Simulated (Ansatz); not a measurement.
# Sulfur, rhombohedral S6 under LDA: structure and ground-state energy

What does LDA give for sulfur in the rhombohedral S6 structure? We relax it, then solve it on a dense k-mesh. Spin polarisation is left out. The k-meshes are 5×5×5 for the relaxation; 8×8×8 for the dense run. It starts from a measured cell (COD).

Computed with Ansatz 0.2.0 (DFT LDA (PW92), plane waves (420 eV) with PAW, scalar-relativistic; PAW files made under PBE, frozen cores solved again for the functional, unless a step says otherwise).

## (1) The structure to begin with

It takes space group R-3 (No. 148, trigonal). The conventional cell has a = 10.766 Å, b = 10.766 Å, c = 4.225 Å, α = 90.00°, β = 90.00°, γ = 120.00°. S (site symmetry 1) is surrounded by 2 S at 2.07 Å.

Structure file:

```
S
1.0
     5.38300    3.10788    1.40833
    -5.38300    3.10788    1.40833
     0.00000   -6.21575    1.40833
S
6
Direct
  0.58450 0.35100 0.24650
  0.24650 0.58450 0.35100
  0.35100 0.24650 0.58450
  0.41550 0.64900 0.75350
  0.75350 0.41550 0.64900
  0.64900 0.75350 0.41550
```

## (2) Relaxing cell and atoms

Contents of input.yaml:

```yaml
crystal:
  lattice:
    - [5.3830001089, 3.1078765619, 1.40833]
    - [-5.3830001089, 3.1078765619, 1.40833]
    - [0.0, -6.2157531238, 1.40833]
  atoms:
    - { symbol: S, position: [0.5845, 0.351, 0.2465] }
    - { symbol: S, position: [0.2465, 0.5845, 0.351] }
    - { symbol: S, position: [0.351, 0.2465, 0.5845] }
    - { symbol: S, position: [0.4155, 0.649, 0.7535] }
    - { symbol: S, position: [0.7535, 0.4155, 0.649] }
    - { symbol: S, position: [0.649, 0.7535, 0.4155] }
hamiltonian:
  xc: lda
  pseudopotentials:
    kind: paw
    azcp:
      S: "pseudopotentials/S.paw.azcp"
basis:
  ecutwfc: 420
  fft_grid_basis: typed
kpoints:
  mp_grid: { grid: [5, 5, 5], shift: [0, 0, 0] }
magnetization:
  spin_polarized: false
scf:
  occupations: { method: fermi_dirac, width: 0.05 }
relax:
  max_steps: 60
  f_tol: 0.01
  cell: {}
```

Started as:

```bash
$ ansatz run input.yaml --threads 2 --pin off --max-ram 5120MiB --backend cpu --events-out ev --progress --plain --runs-dir out
```

After this run come: Single point on a dense mesh.

Q: Predict the outcome of this session. Wanted: space group; conventional cell; volume; shortest distance; gap on the mesh; relative to alpha-S8.

The runs gave:

| quantity | value |
| --- | --- |
| space group (spins left aside) | R-3 (No. 148) |
| conventional cell | a = 10.211 Å, c = 4.042 Å (c/a = 0.396) |
| volume | 20.278 Å³/atom |
| shortest distance | 2.073 Å |
| against the measured volume | -13.9 % (23.561 Å³/atom) |
| gap on the mesh | 1.69 eV |
| relative to alpha-S8 (Fddd) | +18 meV/atom |

LDA puts the volume 13.9 % below the measured one. Against the reference form of sulfur (alpha-S8 (Fddd), computed apart with the same settings) it stands 18 meV/atom higher. It has a gap of 1.69 eV on the mesh. Band edges may lie between mesh points, so the true gap at this level can be smaller. The symmetry was held, so the structure may be unstable against distortions that break it.
